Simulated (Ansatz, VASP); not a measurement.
**One calculation of NaCl, two programs**

```
CELL_PARAMETERS angstrom
2.83140 0.00000 0.00000
0.00000 2.83140 0.00000
0.00000 0.00000 2.86000
ATOMIC_POSITIONS crystal
Na 0.00000 0.00000 0.00000
Cl 0.50000 0.50000 0.50000
```

Change from the starting cell: equal xx and yy strain of -1 %.

Alike in both runs: task single point; functional PBEsol; k mesh 8 × 8 × 8; occupations fermi-dirac, width 0.02 eV; no spin polarisation.

|  | VASP | Ansatz |
| --- | --- | --- |
| version | VASP 6.6.1 | Ansatz 0.2.0 |
| potentials or method | VASP PAW PBE potentials, release 64 (Na_pv, Cl), cutoff 520 eV | all-electron LAPW, scalar-relativistic |

|  | VASP | Ansatz | Ansatz less VASP |
| --- | --- | --- | --- |
| gap on the k mesh at the Fermi level (eV) | 4.07 | 4.02 | -0.053 |
| pressure (GPa) | 65.2 | 64.5 | -0.72 |
| largest component of the traceless stress (GPa) | 1.77 | 1.78 | +0.010 |

Ansatz ran all-electron here, so the differences hold the error of VASP's frozen core and of both bases.

Caveats: the cell as given lies far from equilibrium; so large a pressure means that the cell lies far from this level's equilibrium, or that cutoff or potentials fall short (VASP); the potentials were made for another functional, which shifts forces and pressure (VASP). A k mesh can miss the band edges.
